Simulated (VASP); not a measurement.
Here is a VASP 6.6.1 calculation.

The input POSCAR:

```
Te
1.0
    5.8500400000      0.0000000000      0.0000000000
    0.0000000000      5.8500400000      0.0000000000
    0.0000000000      0.0000000000      4.7912000000
Te
4
Direct
    0.0000000000      0.0000000000      0.0000000000
    0.5000000000      0.5000000000      0.0000000000
    0.0000000000      0.5000000000      0.8300400000
    0.5000000000      0.0000000000      0.1699600000
```

INCAR.step1

```
SYSTEM = Te
  ALGO = Normal
  EDIFF = 1E-5
  ENCUT = 520
  GGA = PE
  ISIF = 2
  ISMEAR = -1
  LASPH = .TRUE.
  LCHARG = .FALSE.
  LREAL = .FALSE.
  LWAVE = .TRUE.
  NBANDS = 20
  NELM = 80
  PREC = Accurate
  SIGMA = 0.05
```

File INCAR.step2:

```
SYSTEM = Te
  AEXX = 0.2
  ALGO = Normal
  EDIFF = 1E-6
  ENCUT = 520
  GGA = PE
  HFRCUT = -1
  ISIF = 2
  ISMEAR = -1
  ISTART = 1
  LASPH = .TRUE.
  LCHARG = .FALSE.
  LHFCALC = .TRUE.
  LREAL = .FALSE.
  LWAVE = .FALSE.
  NBANDS = 20
  NELM = 80
  PREC = Accurate
  PRECFOCK = Fast
  SIGMA = 0.05
```

KPOINTS

```
k-points
0
G
  3 3 3
  0 0 0
```

Potentials or basis: VASP PAW PBE potentials, release 64 (Te).

The run is started by

```bash
$ cat potpaw_PBE.64/Te/POTCAR > POTCAR
$ cp INCAR.step1 INCAR
$ mpirun -np 1 vasp_std > vasp.out
$ cp INCAR.step2 INCAR
$ mpirun -np 1 vasp_std > vasp.out
```

**Question.** Estimate the pressure.

**Answer.** -1.9 GPa.

**Question.** Predict the largest force.

**Answer.** 0.179 eV/Å.

**Question.** Estimate the band gap on the k mesh.

**Answer.** 1.43 eV, indirect (least direct gap 1.60 eV).

Forces on the atoms (eV/Å):
```
Te   0.000  0.000  0.000
Te   0.000  0.000  0.000
Te   0.000  0.000  0.179
Te   0.000  0.000 -0.179
```

Caveat: the k mesh is coarse (spacing up to 0.44 Å⁻¹), so the values aren't converged, least of all with exact exchange; the PAW data sets were made with another functional, which shifts forces and pressure a little; spin-orbit coupling is left out, which moves the levels of the heavy elements; an odd mesh through Γ misses points on the zone boundary, where band edges often lie.
